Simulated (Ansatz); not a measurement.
## Cd: pressure against volume per atom

Results calculated with Ansatz 0.2.0, not measured. Periodic Kohn-Sham DFT of a crystal at fixed atoms; pressure and stress are positive in compression; the energy is the free energy less that of spherical unpolarised free atoms; site moments are those in the method's own spheres, positive along +z.

Cell of the first row (space group P6_3/mmc, No. 194):
```
Cd
1.0
      2.9181     0.0000     0.0000
     -1.4590     2.5271     0.0000
      0.0000     0.0000     5.5030
Cd
2
Direct
  0.33333 0.66667 0.25000
  0.66667 0.33333 0.75000
```

Settings of every row: method frozen-core PAW; functional PBE; relativity scalar; k mesh 14x14x7; filling fermi-dirac; smearing width 0.05 eV; wave cutoff 420 eV; paw set soft_2.

Atom start moment: 0 on all atoms.

```csv
row,volume per atom (Å³),pressure (GPa)
1,20.29,7.557
2,20.506,6.67
3,20.722,5.838
4,21.154,4.325
5,21.369,3.639
6,21.585,?
7,21.801,2.399
8,22.017,1.84
9,22.449,0.836
10,22.665,0.386
11,22.88,-0.032
```

Question: what pressure should row 6 give?

Worked fit of pressure. Take u = (V_r/V)^(2/3) − 1 with V_r = 21.585 Å³ an atom, which is twice the finite (Eulerian) strain; such expansions in the strain, on which the Birch-Murnaghan equation of state is built, carry the rest volume and the bulk modulus. The shown rows have u = 0.04211, 0.03478, 0.02758, 0.01354, 0.00673, -0.00662, -0.01312, -0.02583, -0.03202, -0.0381. Least squares give pressure = 2.9988 + 93.109 × u + 358.34 × u² GPa; a straight line predicts inner rows, each left out in turn, worse (root mean square 0.2 against 0.0022 GPa). The rows lie off it by 0.002, -0.001, -0.001, 0.000, -0.003, 0.001, 0.001, 0.003, 0.001, -0.004. The pressure vanishes at u = -0.0377, or V = 22.86 Å³ an atom, and there the bulk modulus at fixed shape and fractions is B = −V dP/dV = (2/3)(1 + u) dP/du = 42.4 GPa. Letting shape and atoms relax would as a rule lower it, by much in layered, chain or molecular crystals. The withheld row has u = 0, so the fit gives 2.9988 + 93.109 × (0) + 358.34 × (0)² = 2.999 GPa.

The calculation gave 2.998 GPa. The fit lies 0.001 GPa (0.013 % of the column's range) above it, one unit of the last digit.
